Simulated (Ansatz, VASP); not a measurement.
Given: the input of a run of Ansatz 0.2.0 on GaP.

File input.yaml:

```yaml
crystal:
  lattice:
    - [0.0, 2.72525, 2.72525]
    - [2.72525, 0.0, 2.72525]
    - [2.72525, 2.72525, 0.0]
  atoms:
    - { symbol: Ga, position: [0.0, 0.0, 0.0] }
    - { symbol: P, position: [0.75, 0.75, 0.75] }
hamiltonian:
  xc: pbe
  pseudopotentials: { kind: paw }
kpoints:
  mp_grid: { grid: [8, 8, 8] }
  band_path:
    path:
      - [[0.0, 0.0, 0.0], [0.5, 0.0, 0.5], [0.5, 0.25, 0.75], [0.375, 0.375, 0.75], [0.0, 0.0, 0.0], [0.5, 0.5, 0.5], [0.625, 0.25, 0.625], [0.5, 0.25, 0.75], [0.5, 0.5, 0.5], [0.375, 0.375, 0.75]]
      - [[0.625, 0.25, 0.625], [0.5, 0.0, 0.5]]
    npoints: 14
scf:
  occupations: { method: fermi_dirac, width: 0.05 }
  n_extra_bands: 6
output:
  forces: true
  stress: true
  eigenvalues: true
  fatbands: false
```

Potentials or basis: Ansatz PAW.

Launch:

```bash
$ ansatz run input.yaml --threads 2 --pin off --max-ram 5632MiB --backend cpu --events-out ev --progress --plain --runs-dir out
```

Set up the same calculation for VASP 6.6.1. Potentials there: VASP PAW PBE potentials, release 64 (Ga_d_GW, P_GW).

As run (the cutoff follows the program's own potentials):

File INCAR:

```
ALGO = Fast
EDIFF = 1E-7
ENCUT = 600
GGA = PE
ISIF = 2
ISMEAR = -1
LASPH = T
LCHARG = F
LREAL = F
LWAVE = F
NELM = 100
PREC = Accurate
SIGMA = 0.05
```

File KPOINTS:

```
k-points
0
Gamma
  8 8 8
```

File POSCAR:

```
GaP
1.0
    0.0000000000      2.7252500000      2.7252500000
    2.7252500000      0.0000000000      2.7252500000
    2.7252500000      2.7252500000      0.0000000000
Ga P
1 1
Direct
    0.0000000000      0.0000000000      0.0000000000
    0.7500000000      0.7500000000      0.7500000000
```

File KPOINTS_OPT:

```
path GXWKGLUWLK,UX
10
line-mode
reciprocal
 0.0000000000  0.0000000000  0.0000000000  G
 0.5000000000  0.0000000000  0.5000000000  X

 0.5000000000  0.0000000000  0.5000000000  X
 0.5000000000  0.2500000000  0.7500000000  W

 0.5000000000  0.2500000000  0.7500000000  W
 0.3750000000  0.3750000000  0.7500000000  K

 0.3750000000  0.3750000000  0.7500000000  K
 0.0000000000  0.0000000000  0.0000000000  G

 0.0000000000  0.0000000000  0.0000000000  G
 0.5000000000  0.5000000000  0.5000000000  L

 0.5000000000  0.5000000000  0.5000000000  L
 0.6250000000  0.2500000000  0.6250000000  U

 0.6250000000  0.2500000000  0.6250000000  U
 0.5000000000  0.2500000000  0.7500000000  W

 0.5000000000  0.2500000000  0.7500000000  W
 0.5000000000  0.5000000000  0.5000000000  L

 0.5000000000  0.5000000000  0.5000000000  L
 0.3750000000  0.3750000000  0.7500000000  K

 0.6250000000  0.2500000000  0.6250000000  U
 0.5000000000  0.0000000000  0.5000000000  X
```

Potentials or basis: VASP PAW PBE potentials, release 64 (Ga_d_GW, P_GW).

Command:

```console
$ cat potpaw_PBE.64/Ga_d_GW/POTCAR potpaw_PBE.64/P_GW/POTCAR > POTCAR
$ mpirun -np 1 vasp_std > vasp.out
```

Both were run:

|  | VASP | Ansatz | Ansatz less VASP |
| --- | --- | --- | --- |
| gap on the k mesh at the Fermi level (eV) | 1.64 | 1.64 | 0.000 |
| least direct gap on the mesh (eV) | 1.82 | 1.83 | +0.006 |
| gap along the band path (eV) | 1.60 | 1.59 | -0.006 |
| pressure (GPa) | 2.2 | 2.5 | +0.26 |

Caveats: the k mesh misses the band edges, so the gap on the mesh is wider than the one along the path (Ansatz).
